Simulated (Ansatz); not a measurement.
ZnO built on the h-MgO prototype: a single-point calculation in the plane-wave code Ansatz (LC-ωPBE). The geometry is the r2SCAN minimum.

Input (YAML):
```yaml
crystal:
  lattice:
    - [3.4165335104, 0.0, 0.0]
    - [-1.7082667552, 2.9588048129, 0.0]
    - [0.0, 0.0, 4.4775675786]
  atoms:
    - { symbol: Zn, position: [0.3333333333, 0.6666666667, 0.25] }
    - { symbol: Zn, position: [0.6666666667, 0.3333333333, 0.75] }
    - { symbol: O, position: [0.6666666667, 0.3333333333, 0.25] }
    - { symbol: O, position: [0.3333333333, 0.6666666667, 0.75] }
kpoints:
  mp_grid: { grid: [6, 6, 4] }
hamiltonian:
  xc: lc_wpbe
scf:
  occupations: { method: fixed }
  n_extra_bands: 5
output:
  forces: true
  stress: true
  eigenvalues: true
  write_density: true
  write_potential: true
  elf: true
  volumetric_format: npy
```

Run as `ansatz run input.yaml --threads 2 --pin off --max-ram 2211MiB --backend cpu --events-out ev --progress --plain --runs-dir out`.

Output, abridged:
```
scf.n_extra_bands = 5 over 18 filled bands (N_el = 36.0): the run solves 23 bands
Pseudopotential: Zn, paw, valence charge 12, recommended cutoff 420 eV (normal)
Pseudopotential: O, paw, valence charge 6, recommended cutoff 420 eV (normal)
Functional definition: LC-wPBE
Crystal: 4 atoms, lattice volume = 45.263 Å³
Basis set: ecut = 420 eV, 891 PW (Γ)
Symmetry: 24 space group operations
Space group: P63/mmc (ITA 194)
k-points: 21 of 144
Exchange kernel: α = 0.0000 at short range, 1.0000 at long range (ω = 0.7559 Å⁻¹), several ranges, Wigner–Seitz truncation, v(0) = 11935.7106 eV·Å³, q-mesh 6×6×4
hybrid outer 1: dexx = +1.444e-1 eV, tail = 5.74e-4 eV
hybrid outer 2: dexx = +1.409e-5 eV, tail = 4.86e-7 eV, Δε = 1.75e-2 eV
hybrid outer 3: dexx = +1.423e-8 eV, tail = 4.14e-9 eV, Δε = 3.24e-4 eV, ΔF = 3.70e-17 eV/Å
hybrid SCF converged: 3 outer / 13 inner (+3 warm-up)
Free energy (F): -7777.559667 eV
Fermi energy:    3.620001 eV
--- Per-component energies (eV) ---
  E_band       = -99.049066
  E_kinetic    = 613.172364
  E_local      = -3914.995393
  E_nonlocal   = 1338.027422
  E_hartree    = 1616.404188
  E_xc         = -270.798718
  E_vxc        = -193.380371
  E_exx        = -195.808715
  E_paw        = -3942.950533
  E_vpaw       = -783.066826
  E_ewald      = -3023.908385
  E_core_change = 3.293846
--- Stress (GPa, compression-positive) ---
       -2.791860       0.000000       0.000000
        0.000000      -2.791860       0.000000
        0.000000       0.000000      -1.023347
  P = ⅓ Tr σ = -2.2024 GPa (-22.024 kbar)
--- Band table (eV; the first three rows and the last of 21) ---
  k-point 0: bands = […, -1.4088, 2.5562, 2.5562, 2.6840, 3.5610, 3.5610, 11.5550, 16.2090, 21.5071, 22.7598, …]
  k-point 1: bands = […, -0.2313, 2.0923, 2.7344, 2.7344, 3.4456, 3.4456, 12.9412, 16.3328, 21.4194, 22.6335, …]
  k-point 2: bands = […, 1.0702, 1.0702, 3.1227, 3.1227, 3.1227, 3.1227, 15.3005, 15.3005, 22.8970, 22.8970, …]
  k-point 20: bands = […, -0.7562, -0.7562, -0.2157, -0.2157, 3.6200, 3.6200, 19.3875, 19.3875, 19.3923, 19.3923, …]
```

The rows of the band table are 0: (0, 0, 0) = Γ, 1: (0, 0, 1/4), 2: (0, 0, -1/2) = A, 20: (1/3, 1/3, -1/2) = H.

Planar averages along the third cell vector, from rho_z.tsv and v_z.tsv (valence density with its augmentation; electrostatic potential energy of an electron, of which only differences have a meaning):
```tsv
z (Å)	ρ (e/Å³)	v_es (eV)
0.00	0.131	10.51
0.30	0.203	9.07
0.60	0.535	3.66
0.90	1.587	-2.16
1.19	2.160	-3.64
1.49	0.949	0.43
1.79	0.318	6.89
2.09	0.147	10.21
2.24	0.131	10.51
2.54	0.203	9.07
2.84	0.535	3.66
3.13	1.587	-2.16
3.43	2.160	-3.64
3.73	0.949	0.43
4.03	0.318	6.89
4.33	0.147	10.21
```

With LC-ωPBE the valence top lies at H and the conduction bottom at Γ, 7.94 eV higher; the smallest vertical gap, at Γ, is 7.99 eV. Edges are sought over the mesh and the listed points. The mean pressure at these positions is -2.2 GPa, compression counted positive. (The program warns that its thresholds are loose for a hybrid's stress.)

Note: simulated data, non-magnetic, for a generated structure that need not be the stable one.

The meshes of the hybrids are coarse, so their gaps aren't converged to the digits shown.
